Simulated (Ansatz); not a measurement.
Runs of Ansatz 0.2.0 on GaN. It takes space group F-43m (No. 216, cubic). The conventional cell has a = 4.507 Å, b = 4.507 Å, c = 4.507 Å, α = 90.00°, β = 90.00°, γ = 90.00°. Ga (site symmetry -43m) is surrounded by 4 N at 1.95 Å. Around N (site symmetry -43m) lie 4 Ga at 1.95 Å. The cell is a database's computed one.

| screening (1/Å) | gap on the mesh (eV) | pressure (GPa) |
| --- | --- | --- |
| 0.4 | 2.57 | -0.3 |
| 0.2 | 2.99 | -1.3 |
| 0.1 | 3.29 | -1.5 |
| 0.3 | (b) | (a) |
| 0.6 | 2.28 | 0.9 |
| 0.15 | 3.13 | -1.4 |

Alike in all rows: task single point; level HSE06 form with a typed share of exact exchange; potentials or basis Ansatz PAW; no spin polarisation; cell as given; k mesh 5 × 5 × 5; cutoff (eV) 420; smearing fermi-dirac 0.05 eV; the mesh is coarse, so values aren't converged.

**Question.** Fill in the values left out.

**Answer.** (a) -0.8; (b) 2.76.

Caveats: all runs use coarse meshes; odd divisions of the mesh miss points on the zone boundary, where band edges often lie, so the gap on the mesh can be too wide; the PAW data sets come from PBE, with cores solved anew for the run's functional, which leaves a small shift of forces and pressure; the thresholds are loose for stress.

A k mesh can miss the band edges, and the runs leave out spin-orbit coupling on Ga.
